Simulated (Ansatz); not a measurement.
**NiGe under compression: one row to predict**

It was relaxed at this level from a cell as deposited in COD.

Method: DFT PBE, scalar-relativistic, plane waves, PAW in Ansatz. The final run on the 8-atom cell used 420 eV, a Γ-centred 8×12×8 mesh, 0.10 eV smearing and no spin polarisation.

```
CELL_PARAMETERS angstrom
5.39310 0.00000 0.00000
0.00000 3.48325 0.00000
0.00000 0.00000 5.84615
ATOMIC_POSITIONS crystal
Ni 0.99433 0.75000 0.19059
Ni 0.00567 0.25000 0.80941
Ni 0.50567 0.25000 0.69059
Ni 0.49433 0.75000 0.30941
Ge 0.80997 0.75000 0.58749
Ge 0.19003 0.25000 0.41251
Ge 0.69003 0.25000 0.08749
Ge 0.30997 0.75000 0.91251
```

The cell was set to several volumes, with shape and atoms relaxed at each where symmetry leaves them free. Pressure is positive in compression, and energies count from the lowest row. No row has a gap on its mesh.

```
row  V (Å³/atom)  P (GPa)  ΔE (meV/atom)
  1       12.081    23.12          104.8
  2       12.492    15.74           55.3
  3       12.904        ?              ?
  4       13.316     4.35            5.4
  5       13.728    -0.01            0.0
  6       14.140    -3.67            4.9
  7       14.552    -6.69           18.4
  8       15.101    -9.95           47.2
```

Task: Find B = −V·ΔP/ΔV from rows 4 and 6 and from rows 1 and 2, and from the two its slope B′ and its value B0 at zero pressure.

Result: Rows 4 and 6 give −(13.316 + 14.140)/2 × (-3.67 − (4.35))/(14.140 − 13.316) = 133.6 GPa at a mean pressure of 0.34 GPa. Rows 1 and 2 give −(12.081 + 12.492)/2 × (15.74 − (23.12))/(12.492 − 12.081) = 220.6 GPa at a mean pressure of 19.43 GPa. So B′ = (220.6 − 133.6)/(19.43 − (0.34)) = 4.56 and B0 = 133.6 − 4.56 × (0.34) = 132.0 GPa. A third-order Birch–Murnaghan fit to all the energies gives B0 = 132.6 GPa and B′ = 4.8.

Task: Estimate the pressure and energy of row 3.

Result: From row 5, V0 = 13.728 × (1 + (-0.01)/132.0) = 13.727 Å³/atom. Murnaghan's form P = (B0/B′)·[(V0/V)^B′ − 1] gives (132.0/4.56) × [(13.727/12.904)^4.56 − 1] = 9.43 GPa; the computed pressure is 9.54 GPa, so the estimate is off by -0.11 GPa. The work of compression from row 4, with the mean of the two pressures, gives ΔE = 5.4 + (9.43 + 4.35)/2 × (13.316 − 12.904)/160.2 × 1000 = 23.1 meV/atom (1 eV/Å³ = 160.2 GPa); the computed value is 23.1 meV/atom.

Trial moments died out on the coarse mesh, so the last step has no spin; another magnetic start might hold. All volumes keep the k mesh of the relaxed cell. A later test with randomly moved atoms came back to the same energy, though modes that don't fit the test's cell weren't probed.
